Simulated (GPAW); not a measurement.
# Si2Ni (Fm-3m) in GPAW: relaxation of cell and atoms with PBEsol+D4

Aim: the relaxation of cell and atoms of Si2Ni with PBEsol+D4.

All numbers are computed with GPAW 26.7.0; they aren't measurements. Logs are shortened: lines on timing, memory, paths and dates and some standing lists are left out, and cuts for length are marked. The log counts tension as positive stress, the text compression.

## 1. The structure

It takes space group Fm-3m (No. 225, cubic). The conventional cell has a = 5.406 Å, b = 5.406 Å, c = 5.406 Å, α = 90.00°, β = 90.00°, γ = 90.00°. Ni (site symmetry m-3m) is surrounded by 8 Si at 2.34 Å. Around Si (site symmetry -43m) lie 4 Ni at 2.34 Å.

## 2. Relaxation of cell and atoms, PBEsol+D4, collinear spin, ferromagnetic start

run.py

```python
from ase import Atoms
from ase.calculators.mixing import SumCalculator
from ase.filters import FrechetCellFilter
from ase.io import write
from ase.optimize import BFGS
from dftd4.ase import DFTD4
from gpaw import GPAW, PW, setup_paths

setup_paths.insert(0, '.')

atoms = Atoms(['Ni', 'Si', 'Si'],
              cell=[[0.0, 2.703, 2.703],
                    [2.703, 0.0, 2.703],
                    [2.703, 2.703, 0.0]],
              scaled_positions=[[0.0, 0.0, 0.0],
                                [0.75, 0.75, 0.75],
                                [0.25, 0.25, 0.25]],
              pbc=True)
atoms.set_initial_magnetic_moments([1.0, 0.0, 0.0])

calc = GPAW(mode=PW(600),
            xc='PBEsol',
            kpts={'size': (7, 7, 7), 'gamma': True},
            occupations={'name': 'fermi-dirac', 'width': 0.05},
            nbands=24,
            convergence={'density': 1e-05, 'forces': 0.0001},
            maxiter=150,
            txt='gpaw.txt')
atoms.calc = SumCalculator([calc, DFTD4(method='pbesol')])
opt = BFGS(FrechetCellFilter(atoms), trajectory='relax.traj', logfile='-')
done = opt.run(fmax=0.02, steps=60)
calc.write('gs.gpw')
write('result.traj', atoms)
print('Converged:', done)
print('Cell:', atoms.cell.cellpar().round(4))
print('Volume:', round(atoms.get_volume(), 4))
print(atoms.get_scaled_positions().round(5))
```

Potentials or basis: PAW data sets generated in the run's folder for this functional, pw.

The run is started by

```bash
$ gpaw-setup -f PBEsol Ni Si
$ OMP_NUM_THREADS=1 python run.py
```

gpaw.txt:

```text
__  _  _
 | _ |_)|_||  |
 |__||  | ||/\| - 26.7.0

Input parameters:
  mode=PW(ecut=600.0),
  convergence={'density': 1e-05, 'forces': 0.0001},
  kpts=MonkhorstPack(size=(7, 7, 7), gamma=True),
  maxiter=150,
  nbands=24,
  occupations=Occupations(name='fermi-dirac', width=0.05),
  xc=XC(name='PBEsol')

Diagonalizing LCAO Hamiltonian
Converting LCAO to pw mode

                    Si

           Si

       Ni

Atoms  # Å, Bohr magnetons
|   | symbol |        x |        y |        z |    initial magnetic moments |
|---|--------|----------|----------|----------|-----------------------------|
| 0 |     Ni | 0.000000 | 0.000000 | 0.000000 | ( 0.0000,  0.0000,  1.0000) |
| 1 |     Si | 4.054500 | 4.054500 | 4.054500 | ( 0.0000,  0.0000,  0.0000) |
| 2 |     Si | 1.351500 | 1.351500 | 1.351500 | ( 0.0000,  0.0000,  0.0000) |

Unit cell  # Å
| periodic |        x |        y |        z |  lengths |    angles |
|----------|----------|----------|----------|----------|-----------|
|      yes | 0.000000 | 2.703000 | 2.703000 | 3.822619 | 60.000000 |
|      yes | 2.703000 | 0.000000 | 2.703000 | 3.822619 | 60.000000 |
|      yes | 2.703000 | 2.703000 | 0.000000 | 3.822619 | 60.000000 |

Number of symmetries: 48
Symmetry operations  # r_c * U_cc + t_c -> r_c
|    | kind |            matrix            |
|----|------|------------------------------|
|  0 |  σ   |  1, 0, 0,  1, 0,-1,  1,-1, 0 |
|  1 |  C2  |  1, 0, 0,  1,-1, 0,  1, 0,-1 |
|  2 |  E   |  1, 0, 0,  0, 1, 0,  0, 0, 1 |
|  3 |  σ   |  1, 0, 0,  0, 0, 1,  0, 1, 0 |
|  4 |  C4  |  1, 0,-1,  1, 0, 0,  1,-1, 0 |
|  5 |  S6  |  1, 0,-1,  1,-1, 0,  1, 0, 0 |
|  6 |  σ   |  1, 0,-1,  0, 1,-1,  0, 0,-1 |
|  7 |  C3  |  1, 0,-1,  0, 0,-1,  0, 1,-1 |
|  8 |  S6  |  1,-1, 0,  1, 0, 0,  1, 0,-1 |
|  9 |  C4  |  1,-1, 0,  1, 0,-1,  1, 0, 0 |
| 10 |  C3  |  1,-1, 0,  0,-1, 1,  0,-1, 0 |
| 11 |  σ   |  1,-1, 0,  0,-1, 0,  0,-1, 1 |
| 12 |  σ   |  0, 1, 0,  1, 0, 0,  0, 0, 1 |
| 13 |  C4  |  0, 1, 0,  0, 1,-1, -1, 1, 0 |
| 14 |  C3  |  0, 1, 0,  0, 0, 1,  1, 0, 0 |
| 15 |  S6  |  0, 1, 0, -1, 1, 0,  0, 1,-1 |
| 16 |  C2  |  0, 1,-1,  1, 0,-1,  0, 0,-1 |
| 17 |  σ   |  0, 1,-1,  0, 1, 0, -1, 1, 0 |
| 18 |  S4  |  0, 1,-1,  0, 0,-1,  1, 0,-1 |
| 19 |  C4  |  0, 1,-1, -1, 1, 0,  0, 1, 0 |
| 20 |  C3  |  0, 0, 1,  1, 0, 0,  0, 1, 0 |
| 21 |  σ   |  0, 0, 1,  0, 1, 0,  1, 0, 0 |
| 22 |  S6  |  0, 0, 1,  0,-1, 1, -1, 0, 1 |
| 23 |  C4  |  0, 0, 1, -1, 0, 1,  0,-1, 1 |
| 24 |  S4  |  0, 0,-1,  1, 0,-1,  0, 1,-1 |
| 25 |  C3  |  0, 0,-1,  0, 1,-1,  1, 0,-1 |
| 26 |  C2  |  0, 0,-1,  0,-1, 0, -1, 0, 0 |
| 27 |  S6  |  0, 0,-1, -1, 0, 0,  0,-1, 0 |
| 28 |  S4  |  0,-1, 1,  1,-1, 0,  0,-1, 0 |
| 29 |  C4  |  0,-1, 1,  0, 0, 1, -1, 0, 1 |
| 30 |  C2  |  0,-1, 1,  0,-1, 0,  1,-1, 0 |
| 31 |  σ   |  0,-1, 1, -1, 0, 1,  0, 0, 1 |
| 32 |  C3  |  0,-1, 0,  1,-1, 0,  0,-1, 1 |
[... 252 lines left out ...]
|----------|----------|----------|----------|----------|-----------|
|      yes | 0.000000 | 2.699602 | 2.699602 | 3.817813 | 60.000000 |
|      yes | 2.699602 | 0.000000 | 2.699602 | 3.817813 | 60.000000 |
|      yes | 2.699602 | 2.699602 | 0.000000 | 3.817813 | 60.000000 |
[... 151 lines left out ...]
SCF iterations
|iter     | |      energy | eigst |  dens |force |  magmom |
|---------|-|-------------|-------|-------|------|---------|
|iter:   1| |  -21.409100 | +0.50 |       |      |  +0.0000|
|iter:   2| |  -21.136930 | -1.95 | -1.08 |      |  +0.0000|
|iter:   3| |  -20.841910 | -2.23 | -1.15 |      |  +0.0000|
|iter:   4| |  -20.782764 | -2.90 | -1.37 |      |  +0.0000|
|iter:   5| |  -20.774901 | -2.55 | -1.68 |      |  +0.0000|
|iter:   6| |  -20.777743c| -4.18 | -2.26 |      |  +0.0000|
|iter:   7| |  -20.779425c| -4.09 | -2.47 |      |  +0.0000|
|iter:   8| |  -20.779427c| -6.28 | -3.54 |      |  +0.0000|
|iter:   9| |  -20.779423c| -6.89 | -3.81 |      |  +0.0000|
|iter:  10| |  -20.779423c| -7.47c| -4.66 |      |  +0.0000|
|iter:  11| |  -20.779423c| -8.53c| -4.96 |      |  +0.0000|
|iter:  12| |  -20.779423c| -9.47c| -5.94c|      |  +0.0000|
|iter:  13| |  -20.779423c|-10.77c| -6.89c|-7.36c|  +0.0000|

Converged in 13 steps
Energy contributions relative to reference atoms: (reference = -57075.982251)

Energy contributions:
  Kinetic:          13.633035
  Coulomb:          -8.590496
  Zero:              0.027382
  External:          0.000000
  Xc:              -25.845875
  Entropy:          -0.006940
  Spinorbit:         0.000000
  ----------------------------
  Free energy:     -20.782893
  Extrapolated:    -20.779423
[... 47 lines left out ...]
Forces  # eV/Ang
|        x |        y |        z |
|----------|----------|----------|
| -0.00000 |  0.00000 |  0.00000 |  # Ni   0
|  0.00000 |  0.00000 |  0.00000 |  # Si   1
| -0.00000 | -0.00000 | -0.00000 |  # Si   2

Interpolating wave functions to new cell

                    Si

           Si

       Ni

Atoms  # Å, Bohr magnetons
|   | symbol |        x |         y |        z |    initial magnetic moments |
|---|--------|----------|-----------|----------|-----------------------------|
| 0 |     Ni | 0.000000 | -0.000000 | 0.000000 | ( 0.0000,  0.0000,  0.0000) |
| 1 |     Si | 4.028103 |  4.028103 | 4.028103 | ( 0.0000,  0.0000,  0.0000) |
| 2 |     Si | 1.342701 |  1.342701 | 1.342701 | ( 0.0000,  0.0000,  0.0000) |

Unit cell  # Å
| periodic |        x |        y |        z |  lengths |    angles |
|----------|----------|----------|----------|----------|-----------|
|      yes | 0.000000 | 2.685402 | 2.685402 | 3.797732 | 59.999999 |
|      yes | 2.685402 | 0.000000 | 2.685402 | 3.797732 | 59.999999 |
|      yes | 2.685402 | 2.685402 | 0.000000 | 3.797732 | 59.999999 |
[... 151 lines left out ...]
SCF iterations
|iter     | |      energy | eigst |  dens |force |  magmom |
|---------|-|-------------|-------|-------|------|---------|
|iter:   1| |  -20.781273 | -1.87 |       |      |  +0.0000|
|iter:   2| |  -20.776379 | -4.16 | -2.09 |      |  +0.0000|
|iter:   3| |  -20.773472c| -4.20 | -2.22 |      |  +0.0000|
|iter:   4| |  -20.773168c| -5.82 | -2.55 |      |  +0.0000|
|iter:   5| |  -20.772824c| -4.96 | -2.66 |      |  +0.0000|
|iter:   6| |  -20.772818c| -5.85 | -3.21 |      |  +0.0000|
|iter:   7| |  -20.772822c| -6.75 | -3.83 |      |  +0.0000|
|iter:   8| |  -20.772822c| -8.22c| -4.47 |      |  +0.0000|
|iter:   9| |  -20.772822c| -7.80c| -4.78 |      |  +0.0000|
|iter:  10| |  -20.772822c| -8.12c| -5.37c|      |  +0.0000|
|iter:  11| |  -20.772822c| -9.53c| -6.34c|-7.44c|  +0.0000|

Converged in 11 steps
Energy contributions relative to reference atoms: (reference = -57075.982251)

Energy contributions:
  Kinetic:          15.946041
  Coulomb:         -10.348304
  Zero:              0.022425
  External:          0.000000
  Xc:              -26.389510
  Entropy:          -0.006947
  Spinorbit:         0.000000
  ----------------------------
  Free energy:     -20.776295
  Extrapolated:    -20.772822
[... 47 lines left out ...]
Forces  # eV/Ang
|        x |        y |        z |
|----------|----------|----------|
|  0.00000 | -0.00000 |  0.00000 |  # Ni   0
|  0.00000 |  0.00000 |  0.00000 |  # Si   1
| -0.00000 | -0.00000 | -0.00000 |  # Si   2

# Writing to gs.gpw (mode='')
```

It took 5.3 min on 1 thread of Arm Neoverse N1, shared host; peak memory 0.27 GiB.

Results:

| Property | Result |
| --- | --- |
| Free energy | -21.5730 eV |
| Relaxed volume | 12.91 Å³/atom |
| Relaxed cell | a = 3.798 Å, b = 3.798 Å, c = 3.798 Å, α = 60.00°, β = 60.00°, γ = 60.00° |
| Space group after relaxing (to 0.05 Å) | Fm-3m (No. 225) |
| Energy gained by relaxing | 2.5 meV/atom |
| Ionic steps | 3 |
| Pressure after relaxing | 0.1 GPa |
| Band gap on the k mesh | none (metal or under the smearing width) |
| Net moment | 0.00 μB per cell |
| Dispersion energy per atom | -0.266 eV |

The path:
| step | energy change (eV) | largest force (eV/Å) | pressure (GPa) | volume (Å³) |
| --- | --- | --- | --- | --- |
| 1 | 0.0000 | 0.0000 | -3.22 | 39.50 |
| 2 | -0.0027 | 0.0000 | -2.61 | 39.35 |
| 3 | -0.0076 | 0.0000 | 0.07 | 38.73 |

Final structure:
```
CELL_PARAMETERS angstrom
0.00000 2.68540 2.68540
2.68540 0.00000 2.68540
2.68540 2.68540 0.00000
ATOMIC_POSITIONS crystal
Ni 0.00000 0.00000 0.00000
Si 0.75000 0.75000 0.75000
Si 0.25000 0.25000 0.25000
```

Caveat: each step starts from the last one's moments, so a moment once lost doesn't come back; the stock nickel data set gives pressures a few GPa off other programs; later steps reuse the first step's grids; pairwise dispersion overbinds metals, which lowers pressure and volume.
